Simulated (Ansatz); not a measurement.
An Ansatz input:

```yaml
crystal:
  lattice:
    - [0.0, 2.2658231806, 2.2658231806]
    - [2.2658231806, 0.0, 2.2658231806]
    - [2.2658231806, 2.2658231806, 0.0]
  atoms:
    - { symbol: Te, position: [0.0, 0.0, 0.0] }
hamiltonian:
  xc: lda
  pseudopotentials:
    kind: paw
    azcp:
      Te: "pseudopotentials/Te.paw.azcp"
basis:
  ecutwfc: 420
  fft_grid_basis: typed
kpoints:
  mp_grid: { grid: [19, 19, 19], shift: [0, 0, 0] }
magnetization:
  spin_polarized: false
scf:
  occupations: { method: fermi_dirac, width: 0.1 }
output:
  stress: true
```

Terminal output

```
Warning: the record states the generating functional pbe (its physics header spells it `PBE`), which answers neither for hamiltonian.xc's functional nor for the lda family's — results may be inconsistent (PPs are generated against a specific XC)
Engine: ansatz 0.2.0, aarch64-unknown-linux-gnu
Pseudopotentials: kind: paw
Pseudopotential: Te, paw, valence charge 16, recommended cutoff 420 eV (normal) 
Functional definition: SPW92
  exchange = slater_x
  correlation = pw_c
Crystal: 1 atoms, lattice volume = 23.265 Å³
Basis set: ecut = 420 eV, 459 PW (Γ)
Bands: 12, of which v1, the nominal top of the filled ones, is band 8 counted from 1 (7 counted from 0)
Symmetry: 48 space group operations
Space group: Fm-3m (ITA 225), of the structure as read, at distance tolerance 2.9e-5 Å
k-points: 220 of 6859
Non-local potential: Te, projectors of the file, l = 0: 2, l = 1: 2, l = 2: 2, l = 3: 2
PAW form: soft (Blöchl's): semilocal exchange-correlation on the pseudo side does not see the compensation charge
PAW frozen core: Te, regenerated for the run's functional, and the local potential with it (the file was generated under x = pbe(κ = 0.804, μ = 0.2195149727645171), c = pbe(β = 0.06672455060314922))
PAW one-centre angular grid: Te, 590 points (default); XC on 64 Gauss nodes
Initial density: superposition of atomic densities (neutral atoms: chi_scale 0, normalization atom), corrected by the library's trained network
Initial wavefunctions: pseudopotential atomic-orbital guess
Functional: x = slater, c = lda
SCF iter   1: F=—  HF=-6826.790132 eV  |F-HF|=—  |Δ(HF+E_count)|=         —  Δρ=6.09e-3  dr2=3.67e-3  ethr=1.77e-3  ⟨swp⟩=5.1  Hψ=15524  notcnv=0
SCF iter   2: F=—  HF=-6826.788491 eV  |F-HF|=—  |Δ(HF+E_count)|=   1.64e-3  Δρ=3.37e-3  dr2=1.22e-3  ethr=2.29e-5  ⟨swp⟩=1.6  Hψ=4579  notcnv=0
SCF iter   3: F=—  HF=-6826.788095 eV  |F-HF|=—  |Δ(HF+E_count)|=   3.97e-4  Δρ=4.65e-4  dr2=6.33e-5  ethr=7.65e-6  ⟨swp⟩=2.7  Hψ=4371  notcnv=0
SCF iter   4: F=—  HF=-6826.788054 eV  |F-HF|=—  |Δ(HF+E_count)|=   4.11e-5  Δρ=1.72e-4  dr2=6.44e-6  ethr=3.96e-7  ⟨swp⟩=2.0  Hψ=4373  notcnv=0
SCF iter   5: F=—  HF=-6826.788050 eV  |F-HF|=—  |Δ(HF+E_count)|=   3.61e-6  Δρ=9.04e-5  dr2=2.05e-6  ethr=4.02e-8  ⟨swp⟩=2.0  Hψ=4382  notcnv=0
SCF iter   6: F=—  HF=-6826.788049 eV  |F-HF|=—  |Δ(HF+E_count)|=   1.43e-6  Δρ=3.40e-5  dr2=3.13e-7  ethr=1.28e-8  ⟨swp⟩=2.9  Hψ=4792  notcnv=0
SCF iter   7: F=-6826.788048 eV  HF=-6826.788048 eV  |F-HF|=6.82e-9  |Δ(HF+E_count)|=   2.50e-7  Δρ=4.23e-6  dr2=4.87e-9  ethr=6.25e-10  ⟨swp⟩=4.8  Hψ=8072  notcnv=0
SCF 1 converged in 7 iterations: F = -6826.788048 eV  dr2 = 4.87e-9
SCF converged after 7 iterations
Free energy (F): -6826.788048 eV
Harris-Foulkes:  -6826.788048 eV  (|F-HF|=6.82e-9)
Internal energy: -6826.763836 eV  (E = F + TS)
E sigma→0 (E₀):  -6826.775942 eV
Entropy (-TS):   -0.024212 eV (-24.212 meV/atom)
Fermi energy:    14.600745 eV
--- Per-component energies (eV) ---
  E_band       = -176.524660
  E_kinetic    = 184.943623
  E_local      = -847.107040  (includes V_loc(G=0)·N_el)
  E_nonlocal   = -304.897650
  E_hartree    = 639.818286
  E_xc         = -125.769973
  E_vxc        = -107.308270  (∫ρ·V_xc dr)
  E_paw        = -4509.630583  (= ΣΔE_a)
  E_vpaw       = -381.795290  (= ΣTr[D̂ρ^β])
  E_aug_tail   = -0.000135  (compensation charges beyond the density's cutoff)
  E_ewald      = -1864.799026
  E_core_change = 0.678661  (= ΣΔE_core)
  E_smearing   = -0.024212  (= −TS)
  E_closure    = -0.000000  (closes the sum)
  Σ components = -6826.788048   (vs F -6826.788048, Δ=0.00e0)
--- Stress (GPa, compression-positive) ---
       11.365706       0.000000       0.000000
       -0.000000      11.365706       0.000000
       -0.000000       0.000000      11.365706
  P = ⅓ Tr σ = 11.3657 GPa (113.657 kbar)
```
